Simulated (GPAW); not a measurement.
# Collinear magnetic orders of Co4 Ru2 Co4 0001 with GPAW

Aim: find out whether Co4 Ru2 Co4 0001 carries moments, and which collinear order costs least.

Method: PBE; plane waves with GPAW's PAW setups, scalar-relativistic, in GPAW 26.7.0.

### Step 1. Set-up

The cell holds 10 atoms: 8 Co and 2 Ru. Its edges and angles: a = 2.706 Å, b = 2.706 Å, c = 28.542 Å, α = 90.0°, β = 90.0°, γ = 120.0°. ideal sites on the substrate's mesh, layer spacings from atomic volumes, unrelaxed, 12 A of vacuum. Vacuum lies along c.

### Step 2. Run 1 (ferro ++++++++)

The parallel start comes first: it fits the smallest cell, keeps the most symmetry and shows whether parallel moments form.

Input file order1.py:

```python
import json
import numpy as np
from ase import Atoms
from ase.parallel import paropen, parprint
from gpaw import GPAW

atoms = Atoms(['Co', 'Co', 'Co', 'Co', 'Ru', 'Ru', 'Co', 'Co', 'Co', 'Co'],
    cell=[[2.706, 0.0, 0.0],
         [-1.353, 2.343465, 0.0],
         [0.0, 0.0, 28.542048]],
    scaled_positions=[[0.0, 0.0, 0.210216],
         [0.333333, 0.666667, 0.271543],
         [0.0, 0.0, 0.33287],
         [0.333333, 0.666667, 0.394197],
         [0.0, 0.0, 0.46243],
         [0.333333, 0.666667, 0.53757],
         [0.0, 0.0, 0.605803],
         [0.333333, 0.666667, 0.66713],
         [0.0, 0.0, 0.728457],
         [0.333333, 0.666667, 0.789784]],
    pbc=True,
    magmoms=[1.8, 1.8, 1.8, 1.8, 0.0, 0.0, 1.8, 1.8, 1.8, 1.8])
atoms.calc = GPAW(mode={'name': 'pw', 'ecut': 450},
    xc='PBE',
    kpts={'size': (20, 20, 1), 'gamma': True},
    occupations={'name': 'fermi-dirac', 'width': 0.05},
    convergence={'density': 1e-05, 'energy': 1e-05},
    maxiter=200,
    mixer={'name': 'pulay', 'beta': 0.03, 'nmaxold': 8, 'weight': 100},
    symmetry={'tolerance': 1e-4},
    txt='order1.txt')
e = atoms.get_potential_energy(force_consistent=True)
res = {'free_energy': e, 'energy_sigma0': atoms.get_potential_energy(), 'fermi_energy': atoms.calc.get_fermi_level()}
res['moments'] = atoms.get_magnetic_moments().tolist()
res['total'] = atoms.get_magnetic_moment()
parprint('site moments (muB):', np.round(res['moments'], 3))
parprint(f"total moment: {res['total']:.3f} muB")
parprint(f'free energy: {e:.6f} eV')
atoms.calc.write('order1.gpw')
with paropen('results.json', 'w') as f:
    json.dump(res, f)
```

Started as:

```sh
OMP_NUM_THREADS=1 mpirun -n 4 gpaw python order1.py > order1.log
```

Numbers of over 12 decimals in the logs are rounded to 6 here.

The log of the run:

```text
site moments (muB): [ 1.828  1.73   1.635  1.351 -0.074 -0.074  1.351  1.635  1.73   1.828]
total moment: 12.567 muB
free energy: -80.013917 eV

--- order1.txt ---
Input parameters:
  mode=PW(ecut=450),
  convergence={'density': 1e-05, 'energy': 1e-05},
  kpts=MonkhorstPack(size=(20, 20, 1), gamma=True),
  maxiter=200,
  mixer=Pulay(name='pulay', nmaxold=8, beta=0.03, weight=100, sigma=0.015, g_ss=None),
  occupations=Occupations(name='fermi-dirac', width=0.05),
  symmetry=Symmetry(tolerance=0.0001),
  xc=XC(name='PBE')

Diagonalizing LCAO Hamiltonian
Converting LCAO to pw mode

        Co

       Co

        Co

       Co
        Ru

       Ru
        Co

       Co

        Co

       Co

Atoms  # Å, Bohr magnetons
|   | symbol |         x |        y |         z |    initial magnetic moments |
|---|--------|-----------|----------|-----------|-----------------------------|
| 0 |     Co |  0.000000 | 0.000000 |  5.999995 | ( 0.0000,  0.0000,  1.8000) |
| 1 |     Co | -0.000001 | 1.562311 |  7.750393 | ( 0.0000,  0.0000,  1.8000) |
| 2 |     Co |  0.000000 | 0.000000 |  9.500792 | ( 0.0000,  0.0000,  1.8000) |
| 3 |     Co | -0.000001 | 1.562311 | 11.251190 | ( 0.0000,  0.0000,  1.8000) |
| 4 |     Ru |  0.000000 | 0.000000 | 13.198699 | ( 0.0000,  0.0000,  0.0000) |
| 5 |     Ru | -0.000001 | 1.562311 | 15.343349 | ( 0.0000,  0.0000,  0.0000) |
| 6 |     Co |  0.000000 | 0.000000 | 17.290858 | ( 0.0000,  0.0000,  1.8000) |
| 7 |     Co | -0.000001 | 1.562311 | 19.041256 | ( 0.0000,  0.0000,  1.8000) |
| 8 |     Co |  0.000000 | 0.000000 | 20.791655 | ( 0.0000,  0.0000,  1.8000) |
| 9 |     Co | -0.000001 | 1.562311 | 22.542053 | ( 0.0000,  0.0000,  1.8000) |

Unit cell  # Å
| periodic |         x |        y |         z |   lengths |     angles |
|----------|-----------|----------|-----------|-----------|------------|
|      yes |  2.706000 | 0.000000 |  0.000000 |  2.706000 |  90.000000 |
|      yes | -1.353000 | 2.343465 |  0.000000 |  2.706000 |  90.000000 |
|      yes |  0.000000 | 0.000000 | 28.542048 | 28.542048 | 119.999997 |

Number of symmetries: 6

BZ-sampling:
  Number of BZ points: 400
  Number of IBZ points: 44

  Monkhorst-Pack size: [20, 20, 1]
  Monkhorst-Pack shift: [0.025, 0.025, 0.0]

K-points  # in reciprocal-cell coordinates
|     |                                coordinates |     weight |
|-----|--------------------------------------------|------------|
|   0 | ( -0.00000000,  -0.00000000,   0.00000000) | 0.00250000 |
|   1 | (  0.05000000,  -0.00000000,   0.00000000) | 0.01500000 |
|   2 | (  0.10000000,  -0.05000000,   0.00000000) | 0.01500000 |
|   3 | (  0.10000000,  -0.00000000,   0.00000000) | 0.01500000 |
|   4 | (  0.15000000,  -0.05000000,   0.00000000) | 0.03000000 |
|   5 | (  0.15000000,  -0.00000000,   0.00000000) | 0.01500000 |
|   6 | (  0.20000000,  -0.10000000,   0.00000000) | 0.01500000 |
|   7 | (  0.20000000,  -0.05000000,   0.00000000) | 0.03000000 |
|   8 | (  0.20000000,  -0.00000000,   0.00000000) | 0.01500000 |
|   9 | (  0.25000000,  -0.10000000,   0.00000000) | 0.03000000 |
| ... |                                            |            |
|  43 | (  0.50000000,   0.50000000,   0.00000000) | 0.00750000 |

Plane wave coefficients: 3955
Cutoff: 450.000000 eV

Spin-components: 2 (collinear spins)
Bands:           76
Projectors:      60
Spin-degeneracy: 1
Datatype:        complex128

Parallelization:
  kpt:    4
  domain: 1
  band:   1

Density:
  Valence electrons: 104.0
  Components: 2
  Grid points: [ 14  14 140]
  Charge: 0.0  # |e|

Potential:
  Grid points: [ 14  14 140]

species:
  Co:
    name:    Cobalt
    Z:       27.0
    valence: 9
    core:    18
    charge:  0.0  # [|e|]
    compensation charges:
      type: gauss
      rc: 0.32  # [Å]
      lmax: 2
    cutoffs:
      filter: 1.87  # [Å]
      core: 2.55  # [Å]
    projectors
    | kind |    occ | energy [eV] | rcut [Å] |
    |------|--------|-------------|----------|
    |   4s |  2.000 |      -5.469 |    1.005 |
    |   4p |  0.000 |      -1.277 |    1.058 |
    |   3d |  7.000 |      -8.205 |    1.005 |
    |    s |        |      21.742 |    1.005 |
    |    p |        |      25.934 |    1.058 |
    |    d |        |      19.007 |    1.005 |

    Using partial waves for Co as LCAO basis

  Ru:
    name:    Ruthenium
    Z:       44.0
    valence: 16
    core:    28
    charge:  0.0  # [|e|]
    compensation charges:
      type: gauss
      rc: 0.39  # [Å]
      lmax: 2
    cutoffs:
      filter: 2.16  # [Å]
      core: 1.30  # [Å]
    projectors
    | kind |    occ | energy [eV] | rcut [Å] |
    |------|--------|-------------|----------|
    |   4s |  2.000 |     -76.316 |    1.281 |
    |   5s |  1.000 |      -4.236 |    1.281 |
    |   4p |  6.000 |     -46.423 |    1.286 |
    |   5p |  0.000 |      -0.913 |    1.286 |
    |   4d |  7.000 |      -5.203 |    1.254 |
    |    d |        |      22.008 |    1.254 |

    Using partial waves for Ru as LCAO basis

Reference energy: -549711.929212  # eV

eigensolver:
  PPCG
  Converge bands: occupied
  niter=2

density mixing:
  Pulay-Mixer
  Linear mixing parameters: 0.03
  Old densities: 8
  Fourier metric: weight=100, sigma=0.015

occupation numbers:
  Fermi-Dirac:
    width: 0.0500  # eV

poisson solver:
  ecut: 3600.000000  # eV

xc functional:
  name: PBE with 2 nearest neighbor stencil

convergence criteria:
- Maximum integral of absolute [dens]ity change: 1e-05 electrons / valence electron
- Maximum [total energy] change in last 3 cyles: 1e-05 eV / valence electron
- Maximum integral of absolute [eigenst]ate change: 4e-08 eV^2 / valence electron
maximum number of iterations: 200

SCF iterations
|iter     |      energy | eigst |  dens |  magmom |
|---------|-------------|-------|-------|---------|
|iter:   1|       0s |  -90.617050 | +0.36 |       | +14.4221|
|iter:   2|      14s | -128.719490 | -0.25 | -0.73 | +14.2510|
|iter:   3|      29s |  -84.938726 | -0.84 | -0.49 | +14.2060|
|iter:   4|      42s |  -81.647229 | -1.87 | -0.80 | +14.1376|
|iter:   5|      56s |  -81.494750 | -2.43 | -1.05 | +14.0594|
|iter:   6|      71s |  -81.147177 | -3.07 | -1.05 | +14.0449|
|iter:   7|      85s |  -80.611540 | -2.45 | -1.12 | +13.9278|
|iter:   8|      99s |  -79.853094 | -1.39 | -1.17 | +13.5163|
|iter:   9|     113s |  -79.837454 | -2.60 | -1.39 | +13.5047|
|iter:  10|     127s |  -79.808090 | -3.29 | -1.40 | +13.4630|
[... 49 iterations left out ...]
|iter:  60|     724s |  -79.962586c| -8.39c| -4.67 | +12.5691|
|iter:  61|     730s |  -79.962586c| -8.77c| -4.71 | +12.5689|
|iter:  62|     737s |  -79.962587c| -8.98c| -4.76 | +12.5687|
|iter:  63|     744s |  -79.962587c| -9.26c| -4.83 | +12.5685|
|iter:  64|     750s |  -79.962588c| -8.86c| -4.86 | +12.5682|
|iter:  65|     757s |  -79.962587c| -9.04c| -4.87 | +12.5681|
|iter:  66|     763s |  -79.962587c| -9.35c| -4.84 | +12.5679|
|iter:  67|     770s |  -79.962588c| -9.86c| -4.87 | +12.5678|
|iter:  68|     777s |  -79.962588c| -9.39c| -4.92 | +12.5675|
|iter:  69|     783s |  -79.962589c| -9.19c| -5.06c| +12.5671|

Converged in 69 steps
Energy contributions relative to reference atoms: (reference = -549711.929212)

Energy contributions:
  Kinetic:          68.939612
  Coulomb:         -63.314864
  Zero:              1.637346
  External:          0.000000
  Xc:              -87.173355
  Entropy:          -0.102656
  Spinorbit:         0.000000
  ----------------------------
  Free energy:     -80.013917
  Extrapolated:    -79.962589

dipole moment: (-30.577662, -26.994605, -0.000110)  # |e|*Ang

Total magnetic moment: (0.000000, 0.000000, 12.567101)

Local magnetic moments
|        x |        y |         z |
|----------|----------|-----------|
| 0.000000 | 0.000000 |  1.828079 |  # Co   0
| 0.000000 | 0.000000 |  1.730212 |  # Co   1
| 0.000000 | 0.000000 |  1.635184 |  # Co   2
| 0.000000 | 0.000000 |  1.351438 |  # Co   3
| 0.000000 | 0.000000 | -0.074054 |  # Ru   4
| 0.000000 | 0.000000 | -0.074054 |  # Ru   5
| 0.000000 | 0.000000 |  1.351439 |  # Co   6
| 0.000000 | 0.000000 |  1.635183 |  # Co   7
| 0.000000 | 0.000000 |  1.730213 |  # Co   8
| 0.000000 | 0.000000 |  1.828078 |  # Co   9

Fermi level: 5.581
Eigenvalues  # (at kpt = [-0.000, -0.000, 0.000])
| band index |      eig [eV] | occ [0-1] |      eig [eV] | occ [0-1] |
|------------|---------------|-----------|---------------|-----------|
|          0 |       -67.457 |     1.000 |       -67.503 |     1.000 |
|        ... |               |           |               |           |
|         48 |         3.802 |     1.000 |         5.577 |     0.522 |
|         49 |         4.095 |     1.000 |         5.577 |     0.522 |
|         50 |         4.095 |     1.000 |         5.614 |     0.342 |
|         51 |         4.275 |     1.000 |         5.619 |     0.318 |
|         52 |         4.275 |     1.000 |         5.831 |     0.007 |
|         53 |         4.674 |     1.000 |         5.831 |     0.007 |
|         54 |         4.674 |     1.000 |         6.070 |     0.000 |
|         55 |         4.769 |     1.000 |         6.147 |     0.000 |
|         56 |         4.769 |     1.000 |         6.147 |     0.000 |
|         57 |         4.909 |     1.000 |         6.438 |     0.000 |
|         58 |         4.909 |     1.000 |         6.438 |     0.000 |
|         59 |         4.911 |     1.000 |         6.515 |     0.000 |
|         60 |         4.947 |     1.000 |         6.515 |     0.000 |
|         61 |         4.947 |     1.000 |         6.566 |     0.000 |
|         62 |         5.673 |     0.138 |         6.566 |     0.000 |
|         63 |         5.673 |     0.138 |         6.616 |     0.000 |
|        ... |               |           |               |           |
|         75 |        18.511 |     0.000 |        18.830 |     0.000 |

No gap
No difference between direct/indirect transitions
```

Wall time 13 min (4 MPI ranks of Arm Neoverse V1, shared host); peak memory 1.4 GiB; 54 min of CPU time.

Spin moment in the augmentation sphere by atom:

```csv
atom,spin moment in the augmentation sphere (μB)
Co1,1.83
Co2,1.73
Co3,1.64
Co4,1.35
Ru5,-0.07
Ru6,-0.07
Co7,1.35
Co8,1.64
Co9,1.73
Co10,1.83
```

Numbers from this step:

* magnetization: 12.57 μB
* final state: ferromagnetic

After 69 cycles the largest moment stands at 1.83 μB.

[end of part 1 of 2]

[Logs and program files are shortened in this print: banners, set-up blocks, solver, clock and traceback lines can be left out without a mark of their own.]

[Logs are printed without paths, hosts, clocks, repeated set-up lines and the standing remarks that a program may print on its own settings, such as how far it seeks lower states.]

[Hosts, paths, dates, database ids (printed as entryN), source tags and the programs' standing remarks are cut or masked in the printed files.]

[Where a cell is said to come from a database of computed structures, the database is the Materials Project.]
